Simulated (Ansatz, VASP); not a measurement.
# Si3Ge in VASP and in Ansatz

```
Si Ge
1.0
     2.69292    0.00000    0.00000
    -1.34646    2.33214    0.00000
     0.00000    0.00000   10.27162
Si Ge
3 1
Direct
  0.00000 0.00000 0.50000
  0.00000 0.00000 0.74218
  0.00000 0.00000 0.25782
  0.00000 0.00000 0.00000
```

Alike in both runs: functional PBE; k mesh 9 × 9 × 2; occupations gaussian, width 0.1 eV; no spin polarisation.

Ansatz relaxed the structure, and its values are those at the end. VASP's run is a single point on that final structure, the one shown.

|  | VASP | Ansatz |
| --- | --- | --- |
| version | VASP 6.6.1 | Ansatz 0.2.0 |
| potentials or method | VASP PAW PBE potentials, release 64 (Si, Ge_d) | scalar-relativistic, plane waves, PAW |
| plane-wave cutoff (eV) | 520 | 420 |
| valence electrons in the cell | 26 | 26 |

|  | VASP | Ansatz | Ansatz less VASP |
| --- | --- | --- | --- |
| gap on the k mesh at the Fermi level (eV) | none | none | - |
| pressure (GPa) | 0.0 | 0.0 | +0.02 |
| rms of the force components (eV/Å) | 0.003 | 0.004 | +0.0013 |

A gap of «none» marks a metal or a gap that the smearing closes.
